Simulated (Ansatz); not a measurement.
Stationary points along a deformation path in C

These are results of DFT PBE, scalar-relativistic, plane waves, PAW in Ansatz 0.2.0, not measurements. Settings: plane waves to 420 eV, k-mesh 12×12×6 (Γ-centred), Gaussian smearing 0.05 eV. No spin polarisation. Energies are free energies at this smearing, counted from the undisturbed cell; pressure is positive in compression.

The starting cell (relaxed at this level):

```xyz
4
Lattice="2.5116 0.0000 0.0000 -1.2558 2.1751 0.0000 0.0000 0.0000 4.1804" Properties=species:S:1:pos:R:3 pbc="T T T"
C     0.0000    1.4501    0.2622
C     1.2558    0.7250    2.3524
C     0.0000    1.4501    1.8279
C     1.2558    0.7250    3.9181
```

At fixed volume and fractional coordinates, lengths along (0.000, 0.000, 1.000) are scaled against those across it; ρ is that ratio over its starting value. V = 5.709 Å³/atom. Δσ is the stress along the axis less the mean stress across it (compression positive).

| ρ | ΔE (meV/atom) | Δσ (GPa) | space group |
| --- | --- | --- | --- |
| 0.800 | 855.4 | 343.11 | P6_3/mmc |
| 0.850 | 438.0 | 237.94 | P6_3/mmc |
| 0.920 | 109.9 | 113.76 | P6_3/mmc |
| 0.960 | 25.7 | 53.58 | P6_3/mmc |
| 1.000 | 0.0 | 0.01 | P6_3/mmc |
| 1.050 | 34.8 | -59.26 | P6_3/mmc |
| 1.100 | 129.6 | -111.63 | P6_3/mmc |
| 1.200 | 454.2 | -200.18 | P6_3/mmc |
| 1.300 | 897.9 | -263.47 | P6_3/mmc |

How does the stress give the slope of the energy, and where is the energy stationary?

Along the path d ln(length) is 2/3 d ln ρ on the axis and −1/3 d ln ρ across it, so dE/d ln ρ = −(2/3) V Δσ: the energy falls with ρ where Δσ is positive. Δσ vanishes or changes sign at ρ = 1.000 (P6_3/mmc), a minimum at 0.0 meV/atom. Pairs of stationary points between two samples would go unseen, and could change a minimum read from distant neighbours into a maximum.

Integrate that slope from ρ = 1 to 0.850 by the trapezoid rule.

With V/N in Å³ and 1 eV/Å³ = 160.2 GPa the slopes at ρ = 1.000, 0.960, 0.920, 0.850 are 0, -1273, -2702, -5652 meV/atom per unit of ln ρ. The steps add 26.0 + 84.6 + 330.6 = 441.2 meV/atom, against 438.0 from the energies; the trapezoid rule misses the curvature of the slope within each step.

Forces appear on the atoms along this scan, and letting them relax would lower the energy and soften the response. The gap closes along the scan, which can put kinks into the curve.

Cost: 9 runs of about 0.11 core-minutes in all, on Intel Xeon 6975P-C (Granite Rapids) (shared hosts).